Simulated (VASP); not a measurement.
SiC (strained zincblende): a r²SCAN single-point calculation in VASP

INCAR

```
ISIF = 2
METAGGA = R2SCAN
ALGO = Normal
NSW = 0
ENCUT = 520
EDIFF = 1E-7
NELM = 120
PREC = Accurate
LWAVE = .FALSE.
SIGMA = 0.01
IBRION = -1
LCHARG = .TRUE.
LREAL = .FALSE.
LELF = .TRUE.
NBANDS = 11
LASPH = .TRUE.
ISMEAR = 0
```

KPOINTS

```
KPOINTS created by Atomic Simulation Environment
0
Gamma
10 10 10
0 0 0
```

KPOINTS_OPT

```
special points
7
Reciprocal
0.0000000000 0.0000000000 0.0000000000 1
-0.5000000000 -0.5000000000 0.0000000000 1
-0.3750000000 -0.3750000000 0.2500000000 1
-0.3750000000 0.0000000000 0.3750000000 1
0.0000000000 0.0000000000 0.5000000000 1
-0.5000000000 -0.2500000000 0.2500000000 1
0.0000000000 0.5000000000 0.5000000000 1
```

POSCAR

```
Si C
 1.0000000000000000
     0.0000000000000000    2.2433939216000001    2.2433939216000001
     2.2433939216000001    0.0000000000000000    2.2433939216000001
     2.2433939216000001    2.2433939216000001    0.0000000000000000
 Si  C
   1   1
Cartesian
  0.0000000000000000  0.0000000000000000  0.0000000000000000
  1.1216969608000000  1.1216969608000000  1.1216969608000000
```

VASP ran with the recommended PBE PAW datasets (8 valence electrons in the cell).

Command

```
mpirun -np 1 vasp_std
```

OSZICAR

```
N       E                     dE             d eps       ncg     rms          rms(c)
DAV:   1    -0.156540297182E+01   -0.15654E+01   -0.39472E+03  1050   0.623E+02
DAV:   2    -0.214328081525E+02   -0.19867E+02   -0.18878E+02  1340   0.108E+02
DAV:   3    -0.220679633501E+02   -0.63516E+00   -0.63400E+00  1283   0.162E+01
DAV:   4    -0.220705213223E+02   -0.25580E-02   -0.25579E-02  1185   0.133E+00
DAV:   5    -0.220705336222E+02   -0.12300E-04   -0.12300E-04  1268   0.857E-02    0.829E+00
DAV:   6    -0.191623139899E+02    0.29082E+01   -0.48710E+00  1145   0.100E+01    0.452E+00
DAV:   7    -0.192067470292E+02   -0.44433E-01   -0.39818E-01  1224   0.368E+00    0.225E+00
DAV:   8    -0.192168707912E+02   -0.10124E-01   -0.19428E-02  1118   0.105E+00    0.128E-01
DAV:   9    -0.192171682074E+02   -0.29742E-03   -0.58245E-04  1482   0.194E-01    0.112E-01
DAV:  10    -0.192172599299E+02   -0.91722E-04   -0.85683E-05  1145   0.772E-02    0.118E-02
DAV:  11    -0.192172580141E+02    0.19157E-05   -0.53826E-06  1356   0.133E-02    0.349E-03
DAV:  12    -0.192172580741E+02   -0.59941E-07   -0.19926E-07  1099   0.370E-03
   1 F= -.19217258E+02 E0= -.19217258E+02  d E =-.119874E-92
       N       E                     dE             ncg
DAV:   1     0.402033304620E+03   -0.20961E+04      162
DAV:   2     0.257038037864E+03   -0.14500E+03      212
DAV:   3     0.253193648359E+03   -0.38444E+01      204
DAV:   4     0.253181644073E+03   -0.12004E-01      189
DAV:   5     0.253181596613E+03   -0.47460E-04      201
DAV:   6     0.253181596280E+03   -0.33262E-06      195
DAV:   7     0.253181596278E+03   -0.23483E-08      195
```

From OUTCAR

```
k-points           NKPTS =     47   k-points in BZ     NKDIM =     47   number of bands    NBANDS=     11

   NELECT =       8.0000    total number of electrons

   dimension x,y,z NGX =    24 NGY =   24 NGZ =   24
   dimension x,y,z NGXF=    48 NGYF=   48 NGZF=   48

  energy-cutoff  :      520.00
  volume of cell :       22.58
      direct lattice vectors                 reciprocal lattice vectors
     0.000000000  2.243393922  2.243393922    -0.222876596  0.222876596  0.222876596
     2.243393922  0.000000000  2.243393922     0.222876596 -0.222876596  0.222876596
     2.243393922  2.243393922  0.000000000     0.222876596  0.222876596 -0.222876596

 k-points in reciprocal lattice and weights: KPOINTS created by Atomic Simulation Env
   0.00000000  0.00000000  0.00000000       0.001
   0.10000000  0.00000000  0.00000000       0.008
   0.20000000  0.00000000  0.00000000       0.008
   0.30000000  0.00000000  0.00000000       0.008
   0.40000000  0.00000000  0.00000000       0.008
   0.50000000  0.00000000  0.00000000       0.004
   0.10000000  0.10000000  0.00000000       0.006
   0.20000000  0.10000000  0.00000000       0.024
   ...

 E-fermi :   7.1787

 k-point     1 :       0.0000    0.0000    0.0000
  band No.  band energies     occupation
      1      -8.4654      2.00000
      2       7.0362      2.00000
      3       7.0362      2.00000
      4       7.0362      2.00000
      5      12.7798      0.00000
      6      14.2594      0.00000
      7      14.2594      0.00000
      8      14.2594      0.00000
      9      21.7224      0.00000
     10      21.7224      0.00000
     11      23.4056      0.00000

 k-point     2 :       0.1000    0.0000    0.0000
  band No.  band energies     occupation
      1      -8.2767      2.00000
      2       5.9936      2.00000
      3       6.8986      2.00000
      4       6.8986      2.00000
      5      13.1538      0.00000
      6      14.4982      0.00000
      7      14.5053      0.00000
      8      14.5053      0.00000
      9      20.8566      0.00000
     10      20.8566      0.00000
     11      23.5810      0.00000

 k-point     3 :       0.2000    0.0000    0.0000
  band No.  band energies     occupation
      1      -7.7209      2.00000
      2       3.8638      2.00000
      3       6.5827      2.00000
      4       6.5827      2.00000
      5      12.9790      0.00000
      6      14.9021      0.00000
      7      14.9021      0.00000
      8      15.7292      0.00000
      9      20.2143      0.00000
     10      20.2143      0.00000
     11      22.7277      0.00000

 k-point     4 :       0.3000    0.0000    0.0000
  band No.  band energies     occupation
      1      -6.8408      2.00000
      2       1.5884      2.00000
      3       6.2566      2.00000
      4       6.2566      2.00000
      5      12.5771      0.00000
      6      14.8616      0.00000
      7      14.8616      0.00000
      8      16.9027      0.00000
      9      20.9703      0.00000
     10      20.9703      0.00000
     11      22.3469      0.00000

 k-point     5 :       0.4000    0.0000    0.0000
  band No.  band energies     occupation
      1      -5.7834      2.00000
      2      -0.3786      2.00000
      3       6.0301      2.00000
      4       6.0301      2.00000
      5      12.2957      0.00000
      6      14.5548      0.00000
      7      14.5548      0.00000
      8      17.3872      0.00000
      9      22.8472      0.00000
     10      22.8472      0.00000
     11      22.8647      0.00000

 k-point     6 :       0.5000    0.0000    0.0000
  band No.  band energies     occupation
      1      -5.1548      2.00000
      2      -1.3203      2.00000
      3       5.9506      2.00000
      4       5.9506      2.00000
      5      12.1990      0.00000
      6      14.4086      0.00000
      7      14.4086      0.00000
      8      17.4571      0.00000
      9      23.3545      0.00000
     10      24.4506      0.00000
     11      24.4506      0.00000

 k-point     7 :       0.1000    0.1000    0.0000
  band No.  band energies     occupation
      1      -8.2137      2.00000
      2       6.2124      2.00000
      3       6.5664      2.00000
      4       6.5664      2.00000
      5      13.4068      0.00000
      6      13.7232      0.00000
      7      14.9677      0.00000
      8      14.9677      0.00000
      9      19.4938      0.00000
     10      22.0157      0.00000
     11      24.3961      0.00000

 k-point     8 :       0.2000    0.1000    0.0000
  band No.  band energies     occupation
      1      -7.7797      2.00000
      2       4.5576      2.00000
      3       6.1361      2.00000
      4       6.3860      2.00000
      5      13.1649      0.00000
      6      14.1180      0.00000
      7      15.6102      0.00000
      8      15.6702      0.00000
      9      18.7101      0.00000
     10      21.7606      0.00000
     11      24.2381      0.00000

 k-point     9 :       0.3000    0.1000    0.0000
  band No.  band energies     occupation
      1      -7.0039      2.00000
      2       2.3842      2.00000
      3       5.7912      2.00000
      4       6.0032      2.00000
      5      12.8638      0.00000
      6      14.5079      0.00000
      7      15.7838      0.00000
      8      16.1240      0.00000
      9      19.5043      0.00000
     10      22.1479      0.00000
     11      23.5337      0.00000

 k-point    10 :       0.4000    0.1000    0.0000
  band No.  band energies     occupation
      1      -5.9825      2.00000
      2       0.3243      2.00000
      3       5.5551      2.00000
      4       5.6274      2.00000
      5      12.6214      0.00000
      6      14.2722      0.00000
      7      15.4262      0.00000
      8      17.1948      0.00000
      9      20.7458      0.00000
     10      23.6655      0.00000
     11      23.7347      0.00000

 k-point    11 :       0.5000    0.1000    0.0000
  band No.  band energies     occupation
      1      -5.1000      2.00000
      2      -1.0567      2.00000
      3       5.2007      2.00000
      4       5.6721      2.00000
      5      12.5762      0.00000
      6      14.0700      0.00000
      7      15.0253      0.00000
      8      17.9386      0.00000
      9      22.1619      0.00000
     10      24.3512      0.00000
     11      24.4574      0.00000

 k-point    12 :      -0.4000    0.1000    0.0000
  band No.  band energies     occupation
      1      -5.3264      2.00000
      2      -0.7274      2.00000
      3       5.0263      2.00000
      4       5.9077      2.00000
      5      12.7433      0.00000
      6      14.1748      0.00000
      7      14.8515      0.00000
      8      17.9100      0.00000
      9      22.3141      0.00000
     10      22.8477      0.00000
     11      24.6553      0.00000

 k-point    13 :      -0.3000    0.1000    0.0000
  band No.  band energies     occupation
      1      -6.3399      2.00000
      2       0.9760      2.00000
      3       5.0807      2.00000
      4       6.2771      2.00000
      5      13.0589      0.00000
      6      14.5780      0.00000
      7      14.9045      0.00000
      8      17.1503      0.00000
      9      20.1845      0.00000
     10      22.2616      0.00000
     11      24.1344      0.00000

 k-point    14 :      -0.2000    0.1000    0.0000
  band No.  band energies     occupation
      1      -7.2984      2.00000
      2       3.0989      2.00000
      3       5.3935      2.00000
      4       6.6758      2.00000
      5      13.4679      0.00000
      6      14.7670      0.00000
      7      14.8860      0.00000
      8      16.1516      0.00000
      9      19.0925      0.00000
     10      21.3198      0.00000
     11      24.0574      0.00000

 k-point    15 :      -0.1000    0.1000    0.0000
  band No.  band energies     occupation
      1      -7.9653      2.00000
      2       5.0171      2.00000
      3       6.0506      2.00000
      4       6.9384      2.00000
      5      13.6512      0.00000
      6      14.1900      0.00000
      7      14.5747      0.00000
      8      15.5669      0.00000
      9      19.4849      0.00000
     10      20.8727      0.00000
     11      24.5930      0.00000

 k-point    16 :       0.2000    0.2000    0.0000
  band No.  band energies     occupation
      1      -7.4708      2.00000
      2       4.4899      2.00000
      3       5.6004      2.00000
      4       5.6004      2.00000
      5      12.0991      0.00000
      6      14.0556      0.00000
      7      16.6087      0.00000
      8      16.6087      0.00000
      9      17.9739      0.00000
     10      22.8884      0.00000
     11      26.7064      0.00000

 ...

  Total       -2.3994953     -2.3994953     -2.3994953      0.0000000      0.0000000      0.0000000
  in kB     -170.2487247   -170.2487247   -170.2487247      0.0000000      0.0000000      0.0000000
  external PRESSURE =    -170.2487247 kB  Pullay stress =       0.0000000 kB

 POSITION                                       TOTAL-FORCE (eV/Angst)
 -----------------------------------------------------------------------------------
      0.00000      0.00000      0.00000        -0.000000     -0.000000     -0.000000
      1.12170      1.12170      1.12170         0.000000      0.000000      0.000000
 -----------------------------------------------------------------------------------
    total drift:                                0.000000      0.000000      0.000001

  FREE ENERGIE OF THE ION-ELECTRON SYSTEM (eV)
  ---------------------------------------------------
  free  energy   TOTEN  =       -19.2172580741 eV

  energy  without entropy=      -19.2172580741  energy(sigma->0) =      -19.21725807
```

```
gap between bands v and c : 1.77 eV
least direct gap          : 4.94 eV
pressure                  : -17.0 GPa
```

Band v is the last that the valence electrons fill when counted band by band, and c is the next.

The run took about 26 s on one core of a shared host (Intel Xeon Platinum 8488C) and held 0.14 GiB at most.
